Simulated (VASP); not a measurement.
Input of a VASP 6.6.1 run:

INCAR

```
SYSTEM = W7S16
PREC = Accurate
ENCUT = 350
EDIFF = 1E-5
ISMEAR = 0
SIGMA = 0.03
LREAL = Auto
LASPH = .True.
NELM = 120
ALGO = Normal
ISIF = 2
LWAVE = .False.
LCHARG = .False.
ISPIN = 2
MAGMOM = 0 0 0 0 0 0 0 0 0 0 0 0.5 0.5 0.5 0 0 0 0 0 0.5 0.5 0.5 0
LORBIT = 11
NUPDOWN = 3
LMAXMIX = 4
GGA = CA
NELECT = 195.0
ISYM = 0
KPAR = 4
```

File KPOINTS:

```
Automatic mesh
0
Gamma
  3 3 2
  0 0 0
```

Contents of POSCAR:

```
W7S16                                   
1.0
    6.3064000000      0.0000000000      0.0000000000
   -3.1532000000      5.4615026064      0.0000000000
    0.0000000000      0.0000000000     12.3230000000
  W               S             
     7    16
Direct
     0.1731799901239689    0.8398153931257489    0.2500927591177864
     0.6621665883368379    0.3272707512924798    0.2503514058593226
     0.6648244983872493    0.8416976494959770    0.2503011634381215
     0.3336067156967001    0.1666896493129609    0.7502292529595189
     0.3339497307145542    0.6669858797493039    0.7503092597690736
     0.8336149219517817    0.1669392224738526    0.7501897615228880
     0.8338380232144118    0.6670201923807618    0.7502004617977980
     0.1671512871049164    0.3336135013779136    0.6230051222502244
     0.1673998564655073    0.8334777669938505    0.6227876950232945
     0.6668592102903458    0.3336386058309279    0.6228221271868831
     0.6670838632974315    0.8336460201829566    0.6228568520556146
     0.3305619991379344    0.1719580574651689    0.1267600162115715
     0.3357200488087106    0.6737944439509537    0.1238834372278417
     0.8351520311070930    0.1719967045077122    0.1253790879752397
     0.8321317964540980    0.6685345831744001    0.1263692461313390
     0.1669537568107600    0.3334483076608042    0.8774533042252474
     0.1673074258764251    0.8336035171708088    0.8777317580323992
     0.6667068159474757    0.3331883210867485    0.8776775456538439
     0.6673256097938660    0.8338210874631661    0.8776579536331228
     0.3319324754473363    0.1671576213417209    0.3759741754239276
     0.3296685492539548    0.6616128771046001    0.3717199805232986
     0.8312525938270535    0.1678865043543672    0.3767274772078608
     0.8327242119515781    0.6682933425028215    0.3741131567737755
```

Potentials or basis: VASP PAW LDA potentials, release 64 (W_sv, S).

Run with:

```sh
$ cat potpaw_LDA.64/W_sv/POTCAR potpaw_LDA.64/S/POTCAR > POTCAR
$ mpirun -np 4 vasp_std > vasp.out
```

Task: What does it give for the largest force?

Result: 0.188 eV/Å.

Forces on the atoms (eV/Å):
```
W   -0.026 -0.022  0.000
W    0.020  0.028 -0.018
W    0.021 -0.020 -0.004
W    0.001  0.012 -0.004
W   -0.011 -0.005  0.003
W    0.005  0.007  0.002
W    0.011 -0.013  0.022
S   -0.006  0.000  0.183
S    0.001  0.006  0.181
S    0.008 -0.019  0.178
S   -0.014  0.007  0.165
S    0.074 -0.023  0.127
S   -0.017  0.076  0.137
S   -0.048 -0.056  0.135
S    0.007  0.010  0.177
S    0.000  0.002 -0.181
S    0.000  0.003 -0.188
S    0.004  0.010 -0.185
S   -0.013  0.003 -0.179
S    0.071 -0.041 -0.130
S   -0.007  0.090 -0.108
S   -0.061 -0.051 -0.144
S   -0.022 -0.005 -0.170
```

Caveat: the k mesh is coarse (spacing up to 0.38 Å⁻¹), so the values aren't converged; the total moment is fixed, so each spin has its own Fermi level. The run has no spin-orbit coupling, so splittings on W are missing.
